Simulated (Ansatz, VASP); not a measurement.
# GaP in VASP and in Ansatz

Contents of INCAR:

```
SYSTEM = GaP
ALGO     = Normal         ! electronic algorithm
EDIFF    = 1E-8           ! SCF threshold, eV
ENCUT    = 520            ! plane-wave cutoff, eV
GGA      = CA             ! functional
ISIF     = 2              ! what is computed and relaxed
ISMEAR   = -1             ! smearing method
LASPH    = .TRUE.         ! aspherical terms in the spheres
LCHARG   = .FALSE.        ! write CHGCAR
LEFG     = .TRUE.       
LREAL    = .FALSE.        ! projectors in reciprocal space
LWAVE    = .FALSE.        ! write WAVECAR
NBANDS   = 16             ! bands
NELM     = 60             ! most SCF steps
PREC     = Accurate       ! precision mode
SIGMA    = 0.05           ! smearing width, eV
```

Contents of KPOINTS:

```
k-points
0
G
  10 10 10
  0 0 0
```

POSCAR

```
GaP
1.0
    0.0000000000      2.7432985392      2.7432985392
    2.7432985392      0.0000000000      2.7432985392
    2.7432985392      2.7432985392      0.0000000000
Ga P
1 1
Direct
    0.0000000000      0.0000000000      0.0000000000
    0.7500000000      0.7500000000      0.7500000000
```

Input for Ansatz:

```yaml
crystal:
  lattice:
    - [0.0, 2.7432985392, 2.7432985392]
    - [2.7432985392, 0.0, 2.7432985392]
    - [2.7432985392, 2.7432985392, 0.0]
  atoms:
    - { symbol: Ga, position: [0.0, 0.0, 0.0] }
    - { symbol: P, position: [0.75, 0.75, 0.75] }
kpoints:
  mp_grid: { grid: [10, 10, 10] }
scf:
  occupations: { method: fermi_dirac, width: 0.05 }
hamiltonian:
  xc: lda
  pseudopotentials: { kind: all_electron, datasets: crystal }
output:
  forces: true
  stress: true
  eigenvalues: true
  efg: { contact_densities: true }
```

Change from the starting cell: volume scaled by 1.02, crystal datasets.

Alike in both runs: task electric field gradients; functional LDA; k mesh 10 × 10 × 10; occupations fermi-dirac, width 0.05 eV; no spin polarisation.

|  | VASP | Ansatz |
| --- | --- | --- |
| version | VASP 6.6.1 | Ansatz 0.2.0 |
| potentials or method | VASP PAW LDA potentials, release 64 (Ga_d, P) | all-electron PAW with datasets made for the crystal, scalar-relativistic |
| plane-wave cutoff (eV) | 520 | see its input |

Ansatz gave:

| Item | Value |
| --- | --- |
| pressure (GPa) | -4.2 |
| Vzz of the field gradient on the site that differs most (V/Å²) | 0.0 |

Problem. Estimate VASP's values.

Solution. Pressure (GPa): -4.1; Vzz of the field gradient on the site that differs most (V/Å²): 0.0.

Ansatz ran all-electron here, so the differences hold the error of VASP's frozen core and of both bases.

A k mesh can miss the band edges.
